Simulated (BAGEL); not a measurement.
# C3H7O+ (SMILES CC(C)=[OH+]) at B3LYP/6-31G(d) (density fitting with qzvpp-jkfit, spherical functions)

What is the energy change on altering one bond length of C3H7O+ at B3LYP/6-31G* (density fitting with qzvpp-jkfit, spherical functions)? 

The results are computed with BAGEL 1.2.2.

1 further run of the same task is left out (set aside as unsound or not needed).

### Step 1. The system as given

The species is C3H7O+ (11 atoms), meant as a singlet with charge +1. As SMILES, `CC(C)=[OH+]`. The shape is that of a GFN2-xTB optimisation.

Bond lengths: C1–C2 1.457 Å, C2–C3 1.463 Å, C2–O4 1.270 Å, C1–H5 1.088 Å, C1–H6 1.093 Å, C1–H7 1.094 Å, C3–H8 1.086 Å, C3–H9 1.095 Å, C3–H10 1.094 Å, O4–H11 0.978 Å. Some angles: C1–C2–C3 121.1°, C1–C2–O4 116.9°, C3–C2–O4 122.0°, C2–C1–H5 111.8°, C2–C1–H6 110.0°, C2–C1–H7 110.0°, C2–C3–H8 112.6°, C2–C3–H9 110.4°, C2–C3–H10 110.5°, C2–O4–H11 118.0°.

### Step 2. The energy at B3LYP/6-31G(d) (density fitting with qzvpp-jkfit, spherical functions)

dft.json

```json
{ "bagel" : [

{
  "title" : "molecule",
  "basis" : "6-31gs.json",
  "df_basis" : "qzvpp-jkfit",
  "angstrom" : "true",
  "geometry" : [
    { "atom" : "C", "xyz" : [      -0.399350,       1.159620,      -0.667210 ] },
    { "atom" : "C", "xyz" : [      -0.159140,      -0.213250,      -0.242280 ] },
    { "atom" : "C", "xyz" : [       0.605490,      -0.507090,       0.970250 ] },
    { "atom" : "O", "xyz" : [      -0.643210,      -1.133090,      -0.971570 ] },
    { "atom" : "H", "xyz" : [      -0.984190,       1.202750,      -1.583550 ] },
    { "atom" : "H", "xyz" : [      -0.906210,       1.714010,       0.127360 ] },
    { "atom" : "H", "xyz" : [       0.552830,       1.679180,      -0.806410 ] },
    { "atom" : "H", "xyz" : [       0.941840,       0.391170,       1.479810 ] },
    { "atom" : "H", "xyz" : [       1.476280,      -1.125630,       0.731000 ] },
    { "atom" : "H", "xyz" : [       0.007680,      -1.106400,       1.663970 ] },
    { "atom" : "H", "xyz" : [      -0.492040,      -2.061260,      -0.701370 ] }
  ]
},

{
  "title" : "ks",
  "xc_func" : "b3lyp",
  "charge" : 1
},

{
  "title" : "print",
  "file" : "orbitals.molden",
  "orbitals" : "true"
}

]}
```

The basis set 6-31G* is read from a file made from the Basis Set Exchange's data (not shown).

Run with:

```sh
$ BAGEL_NUM_THREADS=1 BAGEL dft.json > dft.out
```

The program printed:

```text
* using 1 threads per process

  ===============================================================
  ===============================================================

  *** Geometry ***

  { "atom" : "C", "xyz" : [     -0.754662,      2.191364,     -1.260844 ] },
  { "atom" : "C", "xyz" : [     -0.300731,     -0.402984,     -0.457843 ] },
  { "atom" : "C", "xyz" : [      1.144210,     -0.958261,      1.833507 ] },
  { "atom" : "O", "xyz" : [     -1.215491,     -2.141230,     -1.836001 ] },
  { "atom" : "H", "xyz" : [     -1.859850,      2.272868,     -2.992476 ] },
  { "atom" : "H", "xyz" : [     -1.712489,      3.239009,      0.240676 ] },
  { "atom" : "H", "xyz" : [      1.044697,      3.173190,     -1.523894 ] },
  { "atom" : "H", "xyz" : [      1.779820,      0.739204,      2.796436 ] },
  { "atom" : "H", "xyz" : [      2.789765,     -2.127132,      1.381390 ] },
  { "atom" : "H", "xyz" : [      0.014513,     -2.090793,      3.144448 ] },
  { "atom" : "H", "xyz" : [     -0.929821,     -3.895217,     -1.325397 ] },

  Number of auxiliary basis functions:      428

  Since a DF basis is specified, we compute 2- and 3-index integrals:
    o Being stored without compression. Storage requirement is 0.017 GB

  Number of basis functions:       70
  Number of electrons      :       33

    * METHOD: MOLECULE                             0.50

  *** Kohn-Sham DFT ***

    * Removing 21233 points whose weight is below 1.00e-10
    * Grid points: 142733

  === Nuclear Repulsion ===
   129.2027827228

       - DIIS with orbital gradients will be used.

  === KS iteration (b3lyp / 6-31gs.json) ===
      0       -161.67236369          0.17401279           0.95
      1       -155.50779953          0.12847929           0.94
      2       -132.84724395          0.20666205           0.87
      3       -177.46844673          0.20074276           0.89
      4       -178.53872028          0.17471461           0.91
      5       -179.58201257          0.17577046           0.88
      6       -179.53930779          0.17583326           0.92
      7       -155.95498475          0.17577592           0.95
      8       -184.20227015          0.13637836           0.92
      9       -191.84513295          0.07421447           0.79
     10       -190.88524503          0.09232540           0.91
     11       -192.16568881          0.06345254           0.98
     12       -192.84380333          0.04294790           0.84
     13       -193.25698477          0.02502336           0.83
     14       -193.46300757          0.00559165           0.73
     15       -193.47309152          0.00185736           0.76
     16       -193.47407956          0.00057610           0.87
     17       -193.47417590          0.00015760           0.87
     18       -193.47418213          0.00005846           0.79
     19       -193.47418315          0.00001327           0.90
     20       -193.47418321          0.00000359           0.87
     21       -193.47418322          0.00000087           0.79
     22       -193.47418322          0.00000039           0.94
     23       -193.47418322          0.00000011           0.94
     24       -193.47418322          0.00000006           0.88
     25       -193.47418322          0.00000002           0.85
     26       -193.47418322          0.00000000           0.90
    * SCF iteration converged.

    * Permanent dipole moment:
           (   -0.261479,     0.447244,    -0.423051) a.u.

    * METHOD: KS                                  25.86

    * METHOD: PRINT                                0.01

  ===============================================================
```

Run time: 27 s. Hardware: 1 thread of Intel Xeon at 2.50GHz (Skylake/Cascade Lake), shared host; peak memory 0.45 GiB.

### Step 3. The distorted shape

job.json

```json
{ "bagel": [

{
  "title": "molecule",
  "basis": "6-31gs.json",
  "df_basis": "qzvpp-jkfit",
  "angstrom": "true",
  "geometry": [
    { "atom": "C", "xyz": [      -0.685019,       1.003744,      -0.625448 ] },
    { "atom": "C", "xyz": [      -0.444809,      -0.369126,      -0.200518 ] },
    { "atom": "C", "xyz": [       0.319821,      -0.662966,       1.012012 ] },
    { "atom": "O", "xyz": [      -0.928879,      -1.288966,      -0.929808 ] },
    { "atom": "H", "xyz": [      -1.269859,       1.046874,      -1.541788 ] },
    { "atom": "H", "xyz": [      -1.191879,       1.558134,       0.169122 ] },
    { "atom": "H", "xyz": [       0.552830,       1.679180,      -0.806410 ] },
    { "atom": "H", "xyz": [       0.656171,       0.235294,       1.521572 ] },
    { "atom": "H", "xyz": [       1.190611,      -1.281506,       0.772762 ] },
    { "atom": "H", "xyz": [      -0.277989,      -1.262276,       1.705732 ] },
    { "atom": "H", "xyz": [      -0.777709,      -2.217136,      -0.659608 ] }
  ]
},

{ "title": "ks", "xc_func": "b3lyp", "charge": 1 },

{ "title": "print", "file": "orbitals.molden", "orbitals": "true" }

]}
```

The basis set 6-31G* is read from a file made from the Basis Set Exchange's data (not shown).

Run with:

```sh
$ BAGEL_NUM_THREADS=1 BAGEL job.json > job.out
```

The program printed:

```text
* using 1 threads per process

  ===============================================================
  ===============================================================

  *** Geometry ***

  { "atom" : "C", "xyz" : [     -1.294498,      1.896801,     -1.181925 ] },
  { "atom" : "C", "xyz" : [     -0.840567,     -0.697547,     -0.378924 ] },
  { "atom" : "C", "xyz" : [      0.604374,     -1.252824,      1.912426 ] },
  { "atom" : "O", "xyz" : [     -1.755327,     -2.435793,     -1.757082 ] },
  { "atom" : "H", "xyz" : [     -2.399686,      1.978305,     -2.913557 ] },
  { "atom" : "H", "xyz" : [     -2.252325,      2.944447,      0.319594 ] },
  { "atom" : "H", "xyz" : [      1.044697,      3.173190,     -1.523894 ] },
  { "atom" : "H", "xyz" : [      1.239983,      0.444641,      2.875354 ] },
  { "atom" : "H", "xyz" : [      2.249929,     -2.421695,      1.460309 ] },
  { "atom" : "H", "xyz" : [     -0.525323,     -2.385356,      3.223366 ] },
  { "atom" : "H", "xyz" : [     -1.469657,     -4.189780,     -1.246478 ] },

  Number of auxiliary basis functions:      428

  Since a DF basis is specified, we compute 2- and 3-index integrals:
    o Being stored without compression. Storage requirement is 0.017 GB

  Number of basis functions:       70
  Number of electrons      :       33

    * METHOD: MOLECULE                             0.44

  *** Kohn-Sham DFT ***

    * Removing 20809 points whose weight is below 1.00e-10
    * Grid points: 143157

  === Nuclear Repulsion ===
   128.0935081510

       - DIIS with orbital gradients will be used.

  === KS iteration (b3lyp / 6-31gs.json) ===
      0       -161.59856416          0.17378769           0.95
      1       -154.72237858          0.12918530           0.83
      2       -133.00583866          0.20824016           0.72
      3       -173.17703653          0.17658364           0.95
      4       -177.19009907          0.17948242           0.93
      5       -179.93834373          0.16406449           0.80
      6       -179.96381248          0.16397605           0.76
      7       -149.91843929          0.16825833           0.77
      8       -183.71291245          0.11759216           0.77
      9       -192.22496591          0.06146407           0.83
     10       -192.72214997          0.04546474           0.74
     11       -193.16106376          0.02746729           0.83
     12       -193.26888444          0.02152489           0.91
     13       -193.40916011          0.01021029           0.76
     14       -193.43810670          0.00163834           0.71
     15       -193.43898480          0.00049432           0.83
     16       -193.43906601          0.00012673           0.80
     17       -193.43907068          0.00003505           0.84
     18       -193.43907111          0.00000749           0.82
     19       -193.43907112          0.00000653           0.89
     20       -193.43907113          0.00000243           0.84
     21       -193.43907113          0.00000032           0.69
     22       -193.43907113          0.00000008           0.65
     23       -193.43907113          0.00000005           0.69
     24       -193.43907113          0.00000002           0.87
     25       -193.43907113          0.00000001           0.84
    * SCF iteration converged.

    * Permanent dipole moment:
           (   -0.286202,     0.371796,    -0.388347) a.u.

    * METHOD: KS                                  23.42

    * METHOD: PRINT                                0.01

  ===============================================================
```

Wall time 25 s (1 thread of Intel Xeon at 2.50GHz (Skylake/Cascade Lake), shared host); peak memory 0.45 GiB.

### Step 4. Outcome

Level: B3LYP/6-31G* (density fitting with qzvpp-jkfit, spherical functions).

| quantity | value |
| --- | --- |
| first shape: total energy | -193.47418 Eh |
| first shape: HOMO energy | -16.11 eV |
| first shape: LUMO energy | -8.10 eV |
| first shape: HOMO–LUMO gap | 8.01 eV |
| distorted shape: total energy | -193.43907 Eh |
| distorted shape: HOMO energy | -15.51 eV |
| distorted shape: LUMO energy | -8.16 eV |
| distorted shape: HOMO–LUMO gap | 7.35 eV |
| energy change with the C1–H7 bond stretched from 1.094 to 1.422 Å | 0.955 eV |

What this shows: With the C1–H7 bond stretched from 1.094 to 1.422 Å the energy rises by 0.96 eV (92.2 kJ/mol). The first shape isn't relaxed at this level, so the change isn't measured from a minimum.
